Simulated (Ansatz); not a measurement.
# BN under changes of volume

One of the cells (9.145 Å³/atom); the others are scaled copies at fixed shape and fractional positions:

```
CELL_PARAMETERS angstrom
1.25112 0.72234 3.37293
-1.25112 0.72234 3.37293
0.00000 -1.44467 3.37293
ATOMIC_POSITIONS crystal
N 0.66724 0.66724 0.66724
B 0.00033 0.00033 0.00033
```

The cell is a database's computed one.

- Program: Ansatz 0.2.0
- Functional: PBE0
- Potentials or basis: Ansatz PAW
- Cutoff: 420 eV (not typed: the program's choice for these potentials)
- k mesh: 8 × 8 × 8
- Occupations: fermi-dirac, width 0.05 eV
- Spin: no spin polarisation

```csv
volume (Å³/atom),energy over the lowest point (meV/atom),pressure (GPa),gap on the mesh (eV),largest force (eV/Å)
8.596,22.64,15.5,6.38,0.002
8.779,8.60,9.3,6.36,0.004
8.962,1.25,3.7,6.34,0.005
9.145,0.00,-1.4,6.32,0.007
9.328,?,?,?,?
9.510,13.83,-10.4,6.27,0.009
9.693,27.96,-14.3,6.24,0.010
```

**Question.** What does the run at 9.328 Å³/atom give?

**Answer.** Energy over the lowest point 4.33 meV/atom; pressure -6.1 GPa; gap on the mesh 6.29 eV; largest force 0.008 eV/Å.

Worked out: A Birch-Murnaghan fit of order 3 (a polynomial in V^(-2/3)) to the other rows has its minimum at 9.09 Å³/atom with B0 = V·E''(V) = 250 GPa and B' = 3.4 at fixed shape and positions, which overstates the stiffness. It gives 4.39 meV/atom at 9.328 Å³/atom, against the run's 4.33, and -dE/dV = -6.1 GPa, against -6.1. A straight line through the other rows of the gap, of slope -1.16 eV per unit of ln V, gives 6.29 eV, against the run's 6.29.

Energies are extrapolated to zero smearing.

Caveats: the PAW data sets come from PBE, with cores solved anew for the run's functional, which leaves a small shift of forces and pressure; the thresholds are loose for stress.

A mesh can miss the band edges.
